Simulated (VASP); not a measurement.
Runs of VASP 6.6.1 on HfC. It takes space group Fm-3m (No. 225, cubic). Conventional cell: a = 4.650 Å, b = 4.650 Å, c = 4.650 Å, α = 90.00°, β = 90.00°, γ = 90.00°. Hf (site symmetry m-3m) is surrounded by 6 C at 2.33 Å. C (site symmetry m-3m) has 6 Hf at 2.33 Å as nearest neighbours. 

```csv
task,level,spin,cell,k mesh,cutoff (eV),gap on the mesh (eV),pressure (GPa),relaxed volume (Å³/atom)
band structure,PBEsol,"SOC, no magnetisation",as given,7 × 7 × 7,520,-,(a),-
relaxation of cell and atoms,PBEsol+D3,off,relaxed,10 × 10 × 10,600,none,0.1,12.03
relaxation of cell and atoms,PBEsol+D3(BJ),off,relaxed,10 × 10 × 10,600,none,0.0,11.97
relaxation of cell and atoms,RPBE,off,relaxed,10 × 10 × 10,600,none,0.0,(b)
relaxation of cell and atoms,revPBE,off,relaxed,10 × 10 × 10,600,none,0.0,12.70
```

Alike in all rows: potentials or basis VASP PAW PBE potentials, release 64 (Hf_pv, C); smearing fermi-dirac 0.05 eV.

Question: Estimate the missing entries.

Answer: (a) -7.1; (b) 12.75.

Caveats: the PAW data sets were made with another functional, which shifts forces and pressure a little; pairwise dispersion overbinds metals, which lowers pressure and volume (some runs).

A k mesh can miss the band edges, and rows without SOC leave out spin-orbit coupling on Hf.

A gap of «none» marks a metal or a gap under the smearing width.

Runs at the PBE level aren't shown here.
